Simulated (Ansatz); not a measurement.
Relaxing B

All numbers below come from DFT PBE, scalar-relativistic, plane waves, PAW in Ansatz 0.2.0. Cutoff 420 eV, Γ-centred k mesh, Gaussian smearing, no spin polarisation in the final step.

The start puts B on the sites of a reported C cell (P6_3/mmc, No. 194), at a guessed volume.

```yaml
crystal:
  lattice:
    - [2.60434, 0.00000, 0.00000]
    - [-1.30217, 2.25542, 0.00000]
    - [0.00000, 0.00000, 8.50569]
  atoms:
    - { symbol: B, position: [0.00000, 0.00000, 0.09375] }
    - { symbol: B, position: [0.00000, 0.00000, 0.59375] }
    - { symbol: B, position: [0.00000, 0.00000, 0.40625] }
    - { symbol: B, position: [0.00000, 0.00000, 0.90625] }
    - { symbol: B, position: [0.33333, 0.66667, 0.15625] }
    - { symbol: B, position: [0.66667, 0.33333, 0.65625] }
    - { symbol: B, position: [0.33333, 0.66667, 0.34375] }
    - { symbol: B, position: [0.66667, 0.33333, 0.84375] }
```

Cell and atoms relax at zero pressure; the relaxation can't lower the symmetry of the start. After a coarse first stage the cell is made exact in the group found at 0.06 Å.

Energies count from the standard state of B at the same level.

(1) Which crystal results?

(2) What are its volume, energy, density and gap?

## Answers

(1) It keeps P6_3/mmc (No. 194). Conventional cell: a = 3.001 Å, c = 8.007 Å. B on Wyckoff site e (4 atoms of the primitive cell) is coordinated by 3 B at 1.73 Å and 2 B at 1.98–2.02 Å; B on Wyckoff site f (4 atoms of the primitive cell) has 3 B at 1.73 Å and 1 B at 1.91 Å.

Space group P6_3/mmc (No. 194). a = 3.001 Å, b = 3.001 Å, c = 8.007 Å, α = 90.00°, β = 90.00°, γ = 120.00°
```csv
atom,site,symmetry,x,y,z
B,4e,3m.,0.0000,0.0000,0.1237
B,4f,3m.,0.3333,0.6667,0.1305
```

(2) The volume per atom is 7.81 Å³, the density is 2.30 g/cm³ and the energy over the standard structure is 0.84 eV/atom. The gap on the 15×15×6 mesh is 0 eV (a metal).

The final run used a 15×15×6 mesh on its 8-atom cell and 0.10 eV smearing. The k mesh leaves about 4 meV/atom of noise in metals. A structure relaxed within its symmetry needn't be a true minimum. The steps took of the order of 50 core-seconds in all.